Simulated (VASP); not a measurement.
# KCl (Fm-3m) in VASP: further runs

The runs below take KCl through relaxation of cell and atoms, with PBEsol.

Everything below comes from runs of VASP 6.6.1. Logs are shortened: lines on timing, memory, paths and dates and some standing lists are left out, and cuts for length are marked.

**1. The crystal as given**

It takes space group Fm-3m (No. 225, cubic). The conventional cell has a = 6.022 Å, b = 6.022 Å, c = 6.022 Å, α = 90.00°, β = 90.00°, γ = 90.00°. K (site symmetry m-3m) is surrounded by 6 Cl at 3.01 Å. Cl (site symmetry m-3m) is surrounded by 6 K at 3.01 Å.

**2. Relaxation of cell and atoms, PBEsol, target pressure 4 GPa, at which the enthalpy is minimised**

INCAR

```
SYSTEM = KCl
ALGO = Normal ; EDIFF = 1E-7
EDIFFG = -0.15 ; ENCUT = 520
GGA = PS ; IBRION = 2
ISIF = 3 ; ISMEAR = 0
LASPH = .True. ; LCHARG = .False.
LREAL = .False. ; LWAVE = .False.
NELM = 60 ; NSW = 80
PREC = Accurate ; PSTRESS = 40
SIGMA = 0.1
```

KPOINTS

```
k-points
0
Gamma
  12 12 12
  0 0 0
```

POSCAR

```
KCl                                     
1.0
    0.0000000000      3.0108886687      3.0108886687
    3.0108886687      0.0000000000      3.0108886687
    3.0108886687      3.0108886687      0.0000000000
  K               Cl            
     1     1
Direct
     0.0000000000000000    0.0000000000000000    0.0000000000000000
     0.5000000000000000    0.5000000000000000    0.5000000000000000
```

Potentials or basis: VASP PAW PBE potentials, release 64 (K_sv, Cl).

The run is started by

```bash
cat potpaw_PBE.64/K_sv/POTCAR potpaw_PBE.64/Cl/POTCAR > POTCAR
mpirun -np 1 vasp_std > vasp.out
```

OUTCAR:

```text
SYSTEM = KCl
   EDIFF = 1E-7
   EDIFFG = -0.15
   ENCUT = 520
   GGA = PS
   IBRION = 2
   ISIF = 3
   ISMEAR = 0
   LASPH = .True.
   LREAL = .False.
   NELM = 60
   NSW = 80
   PREC = Accurate
   PSTRESS = 40

 ion  position               nearest neighbor table
   1  0.000  0.000  0.000-   2 3.01   2 3.01   2 3.01   2 3.01   2 3.01   2 3.01
   2  0.500  0.500  0.500-   1 3.01   1 3.01   1 3.01   1 3.01   1 3.01   1 3.01

  LATTYP: Found a face centered cubic cell.
 ALAT       =     6.0217773374

  Lattice vectors:

 A1 = (   0.0000000000,   3.0108886687,   3.0108886687)
 A2 = (   3.0108886687,   0.0000000000,   3.0108886687)
 A3 = (   3.0108886687,   3.0108886687,   0.0000000000)

Analysis of symmetry for initial positions (statically):
=====================================================================
 Subroutine PRICEL returns:
 Original cell was already a primitive cell.

 Routine SETGRP: Setting up the symmetry group for a
 face centered cubic supercell.

 Subroutine GETGRP returns: Found 48 space group operations
 (whereof 48 operations were pure point group operations)
 out of a pool of 48 trial point group operations.

The static configuration has the point symmetry O_h .

Analysis of symmetry for dynamics (positions and initial velocities):
=====================================================================
 Subroutine PRICEL returns:
 Original cell was already a primitive cell.

 Routine SETGRP: Setting up the symmetry group for a
 face centered cubic supercell.

 Subroutine GETGRP returns: Found 48 space group operations
 (whereof 48 operations were pure point group operations)
 out of a pool of 48 trial point group operations.

The dynamic configuration has the point symmetry O_h .

 Subroutine INISYM returns: Found 48 space group operations
 (whereof 48 operations are pure point group operations),
 and found     1 'primitive' translations

----------------------------------------------------------------------------------------

                                     Primitive cell

  volume of cell :      54.5901

  direct lattice vectors                    reciprocal lattice vectors
     0.000000000  3.010888669  3.010888669    -0.166063928  0.166063928  0.166063928
     3.010888669  0.000000000  3.010888669     0.166063928 -0.166063928  0.166063928
     3.010888669  3.010888669  0.000000000     0.166063928  0.166063928 -0.166063928

  length of vectors
     4.258039590  4.258039590  4.258039590     0.287631161  0.287631161  0.287631161

  position of ions in fractional coordinates (direct lattice)
     0.000000000  0.000000000  0.000000000
     0.500000000  0.500000000  0.500000000

  ion indices of the primitive-cell ions
   primitive index   ion index
                 1           1
                 2           2

----------------------------------------------------------------------------------------

 KPOINTS: k-points

Automatic generation of k-mesh.
 Grid dimensions read from file:
 generate k-points for:   12   12   12

 Generating k-lattice:

  Cartesian coordinates                     Fractional coordinates (reciprocal lattice)
    -0.013838661  0.013838661  0.013838661     0.083333333  0.000000000  0.000000000
     0.013838661 -0.013838661  0.013838661     0.000000000  0.083333333  0.000000000
     0.013838661  0.013838661 -0.013838661     0.000000000  0.000000000  0.083333333

  Length of vectors
     0.023969263  0.023969263  0.023969263

  Shift w.r.t. Gamma in fractional coordinates (k-lattice)
     0.000000000  0.000000000  0.000000000

 Subroutine IBZKPT returns following result:
 ===========================================
[... 64 lines left out ...]
   EFERMI_NEDOS =   21; number of points for ismear=-14 and -15
   IALGO  =     38    algorithm
   IMIX   =      4    mixing-type and parameters
     AMIX     =   0.40;   BMIX     =  1.00
     AMIX_MAG =   1.60;   BMIX_MAG =  1.00
  volume/ion in A,a.u.               =      27.30       184.20
  Fermi-wavevector in a.u.,A,eV,Ry     =   1.087452  2.054986 16.089597  1.182552
  Thomas-Fermi vector in A             =   2.223612
   LORBIT       =      0    0 simple, 1 ext, 2 COOP (PROOUT), +10 PAW based schemes
   GGA     = PS    functional components
   LHFCALC =     F    Hartree Fock is set to
   AEXX    =    0.0000 exact exchange contribution
   IVDW    =     0    specifies the selected vdW correction
   LEPSILON=     F    determine dielectric tensor
   LRPA    =     F    only Hartree local field effects (RPA)
 conjugate gradient relaxation of ions
 non-spin polarized calculation
 Gauss-broadening in eV      SIGMA  =   0.10
  energy-cutoff  :      520.00
  volume of cell :       54.59
 maximum number of plane-waves:      1484
   NGX = 15   NGY = 15   NGZ = 15

--------------------------------------- Ionic step        1  -------------------------------------------

 number of electron      15.9999999 magnetization

 Free energy of the ion-electron system (eV)
  ---------------------------------------------------
  ext. energy  EPLUGINS =         0.00000000
  ---------------------------------------------------
  free energy    TOTEN  =        -6.97270110 eV

  energy without entropy =       -6.97270110  energy(sigma->0) =       -6.97270110

------------------------ aborting loop because EDIFF is reached ----------------------------------------

  FORCE on cell =-STRESS in cart. coord.  units (eV):
  Direction    XX          YY          ZZ          XY          YZ          ZX
  --------------------------------------------------------------------------------------
  -------------------------------------------------------------------------------------
  Total        0.9276351      0.9276351      0.9276351      0.0000000      0.0000000      0.0000000
  in kB       27.2253637     27.2253637     27.2253637      0.0000000      0.0000000      0.0000000
  external PRESSURE =     -12.7746363 kB  Pullay stress =      40.0000000 kB

 VOLUME and BASIS-vectors are now :
 -----------------------------------------------------------------------------
  energy-cutoff  :      520.00
  volume of cell :       54.59
      direct lattice vectors                 reciprocal lattice vectors
     0.000000000  3.010888669  3.010888669    -0.166063928  0.166063928  0.166063928
     3.010888669  0.000000000  3.010888669     0.166063928 -0.166063928  0.166063928
     3.010888669  3.010888669  0.000000000     0.166063928  0.166063928 -0.166063928

 POSITION                                       TOTAL-FORCE (eV/Angst)
 -----------------------------------------------------------------------------------
      0.00000      0.00000      0.00000         0.000000      0.000000      0.000000
      3.01089      3.01089      3.01089        -0.000000     -0.000000     -0.000000
 -----------------------------------------------------------------------------------
    total drift:                                0.000000     -0.000000     -0.000000

  FREE ENERGIE OF THE ION-ELECTRON SYSTEM (eV)
  ---------------------------------------------------
  free  energy   TOTEN  =        -6.9727011048 eV

  energy  without entropy=       -6.9727011048  energy(sigma->0) =       -6.97270110

  enthalpy is  TOTEN    =        -5.6098026589 eV   P V=        1.3628984459

--------------------------------------- Ionic step        2  -------------------------------------------

 number of electron      15.9999999 magnetization

 Free energy of the ion-electron system (eV)
  ---------------------------------------------------
  ext. energy  EPLUGINS =         0.00000000
  ---------------------------------------------------
  free energy    TOTEN  =        -6.93829800 eV

  energy without entropy =       -6.93829800  energy(sigma->0) =       -6.93829800

 E-fermi :  -0.6665     XC(G=0):  -8.4503

 val. band max:       -1.1701335266   @ k =   0.0000   0.0000   0.0000
 cond. band min:       4.4274306494   @ k =   0.0000   0.0000   0.0000
 fundamental gap:      5.5975641760
 Fermi energy:        -0.6665195550

 k-point     1 :       0.0000    0.0000    0.0000
  band No.  band energies     occupation
      1     -27.8607      2.00000
      2     -13.4811      2.00000
      3     -11.3893      2.00000
      4     -11.3893      2.00000
      5     -11.3893      2.00000
      6      -1.1701      2.00000
      7      -1.1701      2.00000
      8      -1.1701      2.00000
      9       4.4274      0.00000
     10       7.1285      0.00000
     11       7.1285      0.00000
     12       7.1285      0.00000
[... 331 lines left out ...]
 k-point    24 :      -0.4167    0.1667    0.0000
  band No.  band energies     occupation
      1     -27.8324      2.00000
      2     -13.6807      2.00000
      3     -11.4736      2.00000
      4     -11.4162      2.00000
      5     -11.1156      2.00000
      6      -2.3989      2.00000
      7      -1.6864      2.00000
      8      -1.6542      2.00000
      9       6.8236      0.00000
     10       7.6354      0.00000
     11       9.4910      0.00000
     12       9.6088      0.00000

 [... further k-points ...]

------------------------ aborting loop because EDIFF is reached ----------------------------------------

  FORCE on cell =-STRESS in cart. coord.  units (eV):
  Direction    XX          YY          ZZ          XY          YZ          ZX
  --------------------------------------------------------------------------------------
  -------------------------------------------------------------------------------------
  Total        1.2513150      1.2513150      1.2513150      0.0000000     -0.0000000      0.0000000
  in kB       37.9065797     37.9065797     37.9065797      0.0000000     -0.0000000      0.0000000
  external PRESSURE =      -2.0934203 kB  Pullay stress =      40.0000000 kB

 VOLUME and BASIS-vectors are now :
 -----------------------------------------------------------------------------
  energy-cutoff  :      520.00
  volume of cell :       52.89
      direct lattice vectors                 reciprocal lattice vectors
     0.000000000  2.979276962  2.979276962    -0.167825955  0.167825955  0.167825955
     2.979276962  0.000000000  2.979276962     0.167825955 -0.167825955  0.167825955
     2.979276962  2.979276962  0.000000000     0.167825955  0.167825955 -0.167825955

 POSITION                                       TOTAL-FORCE (eV/Angst)
 -----------------------------------------------------------------------------------
      0.00000      0.00000      0.00000        -0.000000     -0.000000     -0.000000
      2.97928      2.97928      2.97928         0.000000      0.000000      0.000000
 -----------------------------------------------------------------------------------
    total drift:                                0.000000     -0.000000     -0.000000

  FREE ENERGIE OF THE ION-ELECTRON SYSTEM (eV)
  ---------------------------------------------------
  free  energy   TOTEN  =        -6.9382979972 eV

  energy  without entropy=       -6.9382979972  energy(sigma->0) =       -6.93829800

  enthalpy is  TOTEN    =        -5.6178781621 eV   P V=        1.3204198351

 reached required accuracy - stopping structural energy minimisation
```

It took 44 s on 1 thread of Intel Xeon Platinum 8259CL at 2.50GHz (Skylake/Cascade Lake), shared host; peak memory 0.21 GiB.

Results:

* Free energy: -6.9383 eV
* Relaxed volume: 26.44 Å³/atom
* Relaxed cell: a = 4.213 Å, b = 4.213 Å, c = 4.213 Å, α = 60.00°, β = 60.00°, γ = 60.00°
* Space group after relaxing (to 0.05 Å): Fm-3m (No. 225)
* Energy change on relaxing (the enthalpy is what falls): +17.2 meV/atom
* Ionic steps: 2
* Pressure after relaxing: 3.8 GPa
* Band gap on the k mesh: 5.60 eV, direct

Step by step:
```
step  energy change (eV)  largest force (eV/Å)  pressure (GPa)  volume (Å³)
   1              0.0000                0.0000            2.72        54.59
   2              0.0344                0.0000            3.79        52.89
```

Final structure:
```
K Cl
1.0
     0.00000    2.97928    2.97928
     2.97928    0.00000    2.97928
     2.97928    2.97928    0.00000
K Cl
1 1
Direct
  0.00000 0.00000 0.00000
  0.50000 0.50000 0.50000
```

Caveat: the cell is relaxed towards a set pressure, so the enthalpy falls and the energy may rise; the PAW data sets were made with another functional, which shifts forces and pressure a little; the relaxation stopped at a loose force limit of 0.15 eV/Å, so its end isn't a converged minimum.

**3. Relaxation of cell and atoms, PBEsol, target pressure 4 GPa, at which the enthalpy is minimised**

This run uses another cell than the first one, of 26.44 Å³/atom, 0.969 times its volume.

INCAR is that of step 2.

KPOINTS is that of step 2.

POSCAR

```
KCl                                     
1.0
    0.0000000000      2.9792769620      2.9792769620
    2.9792769620      0.0000000000      2.9792769620
    2.9792769620      2.9792769620      0.0000000000
  K               Cl            
     1     1
Direct
     0.0000000000000000    0.0000000000000000    0.0000000000000000
     0.5000000000000000    0.5000000000000000    0.5000000000000000
```

Potentials or basis: VASP PAW PBE potentials, release 64 (K_sv, Cl).

The run is started by

```bash
cat potpaw_PBE.64/K_sv/POTCAR potpaw_PBE.64/Cl/POTCAR > POTCAR
mpirun -np 1 vasp_std > vasp.out
```

OUTCAR:

```text
SYSTEM = KCl
   EDIFF = 1E-7
   EDIFFG = -0.15
   ENCUT = 520
   GGA = PS
   IBRION = 2
   ISIF = 3
   ISMEAR = 0
   LASPH = .True.
   LREAL = .False.
   NELM = 60
   NSW = 80
   PREC = Accurate
   PSTRESS = 40

 ion  position               nearest neighbor table
   1  0.000  0.000  0.000-   2 2.98   2 2.98   2 2.98   2 2.98   2 2.98   2 2.98
   2  0.500  0.500  0.500-   1 2.98   1 2.98   1 2.98   1 2.98   1 2.98   1 2.98

  LATTYP: Found a face centered cubic cell.
 ALAT       =     5.9585539240

  Lattice vectors:

 A1 = (   0.0000000000,   2.9792769620,   2.9792769620)
 A2 = (   2.9792769620,   0.0000000000,   2.9792769620)
 A3 = (   2.9792769620,   2.9792769620,   0.0000000000)

Analysis of symmetry for initial positions (statically):
=====================================================================
 Subroutine PRICEL returns:
 Original cell was already a primitive cell.

 Routine SETGRP: Setting up the symmetry group for a
 face centered cubic supercell.

 Subroutine GETGRP returns: Found 48 space group operations
 (whereof 48 operations were pure point group operations)
 out of a pool of 48 trial point group operations.

The static configuration has the point symmetry O_h .
[... 181 lines left out ...]
     10       7.1284      0.00000
     11       7.1284      0.00000
     12       7.1284      0.00000
[... 331 lines left out ...]
 k-point    24 :      -0.4167    0.1667    0.0000
  band No.  band energies     occupation
      1     -27.8325      2.00000
      2     -13.6808      2.00000
      3     -11.4736      2.00000
      4     -11.4163      2.00000
      5     -11.1157      2.00000
      6      -2.3989      2.00000
      7      -1.6864      2.00000
      8      -1.6542      2.00000
      9       6.8234      0.00000
     10       7.6353      0.00000
     11       9.4909      0.00000
     12       9.6087      0.00000

 [... further k-points ...]

------------------------ aborting loop because EDIFF is reached ----------------------------------------

  FORCE on cell =-STRESS in cart. coord.  units (eV):
  Direction    XX          YY          ZZ          XY          YZ          ZX
  --------------------------------------------------------------------------------------
  -------------------------------------------------------------------------------------
  Total        1.2496433      1.2496433      1.2496433      0.0000000      0.0000000      0.0000000
  in kB       37.8559389     37.8559389     37.8559389      0.0000000      0.0000000      0.0000000
  external PRESSURE =      -2.1440611 kB  Pullay stress =      40.0000000 kB

 VOLUME and BASIS-vectors are now :
 -----------------------------------------------------------------------------
  energy-cutoff  :      520.00
  volume of cell :       52.89
      direct lattice vectors                 reciprocal lattice vectors
     0.000000000  2.979276962  2.979276962    -0.167825955  0.167825955  0.167825955
     2.979276962  0.000000000  2.979276962     0.167825955 -0.167825955  0.167825955
     2.979276962  2.979276962  0.000000000     0.167825955  0.167825955 -0.167825955

 POSITION                                       TOTAL-FORCE (eV/Angst)
 -----------------------------------------------------------------------------------
      0.00000      0.00000      0.00000         0.000000      0.000000      0.000000
      2.97928      2.97928      2.97928        -0.000000     -0.000000     -0.000000
 -----------------------------------------------------------------------------------
    total drift:                                0.000000     -0.000000     -0.000000

  FREE ENERGIE OF THE ION-ELECTRON SYSTEM (eV)
  ---------------------------------------------------
  free  energy   TOTEN  =        -6.9377876376 eV

  energy  without entropy=       -6.9377876376  energy(sigma->0) =       -6.93778764

  enthalpy is  TOTEN    =        -5.6173678025 eV   P V=        1.3204198351

 reached required accuracy - stopping structural energy minimisation
```

CONTCAR:

```text
KCl
   1.00000000000000
     0.0000000000000000    2.9792769620000001    2.9792769620000001
     2.9792769620000001    0.0000000000000000    2.9792769620000001
     2.9792769620000001    2.9792769620000001    0.0000000000000000
  K               Cl
     1     1
Direct
     0.0000000000000000    0.0000000000000000    0.0000000000000000
     0.5000000000000000    0.5000000000000000    0.5000000000000000

  0.00000000E+00  0.00000000E+00  0.00000000E+00
  0.00000000E+00  0.00000000E+00  0.00000000E+00
```

It took 24 s on 1 thread of Intel Xeon Platinum 8259CL at 2.50GHz (Skylake/Cascade Lake), shared host; peak memory 0.2 GiB.

What came out:

```yaml
Free_energy: -6.9378 eV
Pressure_after_relaxing: 3.8 GPa
Band_gap_on_the_k_mesh: 5.60 eV, direct
```

Final structure:
```xyz
2
Lattice="0.0000 2.9793 2.9793 2.9793 0.0000 2.9793 2.9793 2.9793 0.0000" Properties=species:S:1:pos:R:3 pbc="T T T"
K     0.0000    0.0000    0.0000
Cl    2.9793    2.9793    2.9793
```

Caveat: the relaxation stopped at its first step, so nothing moved; the cell is relaxed towards a set pressure, so the enthalpy falls and the energy may rise; the PAW data sets were made with another functional, which shifts forces and pressure a little; the relaxation stopped at a loose force limit of 0.15 eV/Å, so its end isn't a converged minimum. A hybrid or GW would open this gap; PBEsol tends to underestimate it.
